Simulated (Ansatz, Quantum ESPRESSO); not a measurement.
# ZnSe (111), zinc blende: biaxial strain and the free axis

A thin film takes the in-plane lattice of its substrate and is free along the normal. How do the free axis and the stress follow the misfit? The strained cell has c along the film normal; unstrained it is a = 3.9801 Å, b = 3.9801 Å, c = 9.7492 Å, α = 90.00°, β = 90.00°, γ = 120.00°, with 6 atoms.

Calculated with Quantum ESPRESSO 7.5, PBEsol, GBRV 1.5 ultrasoft potentials, cutoff 680 eV, Fermi–Dirac smearing 0.02 eV, k-mesh 8×8×3, no spin polarisation, no spin-orbit coupling.

Relaxed positions at 0 %:

```csv
atom,x,y,z
Se,0.0000,0.0000,0.7500
Se,0.3333,0.6667,0.0833
Se,0.6667,0.3333,0.4167
Zn,0.0000,0.0000,0.0000
Zn,0.3333,0.6667,0.3333
Zn,0.6667,0.3333,0.6667
```

| ε∥ (%) | a (Å) | c (Å) | ε⊥ (%) | σ (GPa, tension positive) |
| --- | --- | --- | --- | --- |
| −3 | 3.8607 | 9.9509 | 2.070 | −4.31 |
| −2 | 3.9005 | 9.8821 | 1.364 | −2.80 |
| 0 | 3.9801 | 9.7487 | −0.005 | −0.01 |
| 1 | 4.0199 | 9.6856 | −0.652 | 1.28 |
| 2 | 4.0597 | 9.6227 | −1.298 | 2.47 |
| 3 | 4.0995 | 9.5622 | −1.917 | 3.60 |

**Question.** Fit both responses and give the free strain and the stress at −1 %, a row left out above.

Least squares with y = y0 + y1 ε + y2 ε² (ε in %) gives ε⊥ = −0.001 + (−0.6646) ε + (0.0086) ε² and σ = −0.01 + (1.318) ε + (−0.039) ε² GPa. The linear terms put the ratio of free to applied strain at −0.665 and the biaxial modulus at 132 GPa.

At −1 % the free strain comes out as 0.672 %. The run itself gives 0.668 %, so the estimate misses by 0.004 %; the fitted rows themselves lie up to 0.005 % off the law.

The stress comes out as −1.36 GPa. The run itself gives −1.37 GPa, so the estimate misses by 0.01 GPa, a rounding's worth.

The negative ε² term means that the crystal stiffens in compression and softens in tension.

The same fit over all rows at other levels or in other programs gives the strain ratio = −0.654 with PBEsol (Ansatz).

[Logs are printed without paths, hosts, clocks, repeated set-up lines and the standing remarks that a program may print on its own settings, such as how far it seeks lower states.]
